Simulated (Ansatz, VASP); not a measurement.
Given: the input of a run of VASP 6.6.1 on Co.

Contents of INCAR:

```
PREC = Accurate
ENCUT = 520
EDIFF = 1E-6
ISMEAR = -1
SIGMA = 0.05
LREAL = F
LASPH = T
NELM = 150
ALGO = Fast
ISIF = 2
LWAVE = F
LCHARG = F
ISPIN = 2
MAGMOM = 2 2
LORBIT = 11
LMAXMIX = 4
NBANDS = 20
```

File KPOINTS:

```
Automatic mesh
0
Gamma
  12 12 7
```

The input POSCAR:

```
Co
1.0
    2.5045299482      0.0000000000      0.0000000000
   -1.2522649741      2.1689865596      0.0000000000
    0.0000000000      0.0000000000      4.0740599388
Co
2
Direct
    0.6666666667      0.3333333333      0.7500000000
    0.3333333333      0.6666666667      0.2500000000
```

Potentials or basis: VASP PAW LDA potentials, release 64 (Co).

The run is started by

```bash
$ cat potpaw_LDA.64/Co/POTCAR > POTCAR
$ mpirun -np 1 vasp_std > vasp.out
```

Set up the same calculation for Ansatz 0.2.0. Potentials there: all-electron LAPW, scalar-relativistic.

As run (the cutoff follows the program's own potentials):

Contents of input.yaml:

```yaml
crystal:
  lattice:
    - [2.5045299482, 0.0, 0.0]
    - [-1.2522649741, 2.1689865596, 0.0]
    - [0.0, 0.0, 4.0740599388]
  atoms:
    - { symbol: Co, position: [0.6666666667, 0.3333333333, 0.75], spin: 2.0 }
    - { symbol: Co, position: [0.3333333333, 0.6666666667, 0.25], spin: 2.0 }
kpoints:
  mp_grid: { grid: [12, 12, 7] }
scf:
  occupations: { method: fermi_dirac, width: 0.05 }
hamiltonian:
  xc: lda
  pseudopotentials: { kind: all_electron, lapw: { basis_error: 0.001 } }
magnetization:
  spin_polarized: true
output:
  forces: true
  stress: true
  eigenvalues: true
```

Potentials or basis: all-electron LAPW, scalar-relativistic.

The run is started by

```sh
$ ansatz run input.yaml --threads 2 --pin off --max-ram 6144MiB --backend cpu --events-out ev --progress --plain --runs-dir out
```

Both were run:

|  | VASP | Ansatz | Ansatz less VASP |
| --- | --- | --- | --- |
| gap on the k mesh at the Fermi level (eV) | none | none | - |
| pressure (GPa) | -22.2 | -21.5 | +0.76 |
| largest component of the traceless stress (GPa) | 1.72 | 1.78 | +0.066 |
| net moment per atom (μB) | 1.56 | 1.60 | +0.040 |
| size of the moment on the site where the two differ most (μB) | 1.56 | 1.64 | +0.073 |

Site moments also hang on the region over which each program counts them. A gap of «none» marks a metal or a gap that the smearing closes. Ansatz ran all-electron here, so the differences hold the error of VASP's frozen core and of both bases.

Caveats: so large a pressure means that the cell lies far from this level's equilibrium, or that cutoff or potentials fall short (VASP).
